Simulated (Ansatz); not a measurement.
Level of theory: DFT PBE, scalar-relativistic, plane waves, PAW in Ansatz. All cells share a 420 eV cutoff and Γ-centred k meshes spaced at most about 0.3 Å⁻¹ (2π included). No spin polarisation in the final relaxations.

Formation energies are uncorrected and refer to the elements' standard structures at the same level (Cl₂, F₂ as molecules).

A relaxed structure of LiF has 8.41 Å³/atom, −2.945 eV/atom against the elements, a gap of 8.84 eV on its mesh:

```yaml
crystal:
  lattice:
    - [0.00000, 2.03352, 2.03352]
    - [2.03352, 0.00000, 2.03352]
    - [2.03352, 2.03352, 0.00000]
  atoms:
    - { symbol: Li, position: [0.50000, 0.50000, 0.50000] }
    - { symbol: F, position: [0.00000, 0.00000, 0.00000] }
```

Task: Predict cell, energy and gap of LiCl with the same space group and Wyckoff sites.

Result: LiCl has a = 5.148 Å: 17.06 Å³/atom, −1.852 eV/atom against the elements, a gap of 6.27 eV on its mesh. The volume per atom changes by +102.8 % and the formation energy by +1.094 eV/atom (from unrounded values). The gap narrows by 2.57 eV. Covalent radii: F 0.57 Å, Cl 1.02 Å; electronegativities 3.98 and 3.16. The cell follows the size of the atom. Li is surrounded by 6 Cl at 2.57 Å; around Cl lie 6 Li at 2.57 Å.

```cif
data_structure
_symmetry_space_group_name_H-M 'Fm-3m'
_symmetry_Int_Tables_number 225
_cell_length_a 5.1483
_cell_length_b 5.1483
_cell_length_c 5.1483
_cell_angle_alpha 90.000
_cell_angle_beta 90.000
_cell_angle_gamma 90.000
_cell_volume 136.45
loop_
_atom_site_label
_atom_site_type_symbol
_atom_site_symmetry_multiplicity
_atom_site_Wyckoff_symbol
_atom_site_fract_x
_atom_site_fract_y
_atom_site_fract_z
_atom_site_occupancy
Li1 Li 4 a 0.00000 0.00000 0.00000 1
Cl1 Cl 4 b 0.50000 0.00000 0.00000 1
```

The two cells were relaxed from separate starts that ended on the same group and sites; neither need be the stable form of its compound. Kohn–Sham gaps at this level usually fall short of measured ones. Cells relaxed within their symmetry can be saddle points.
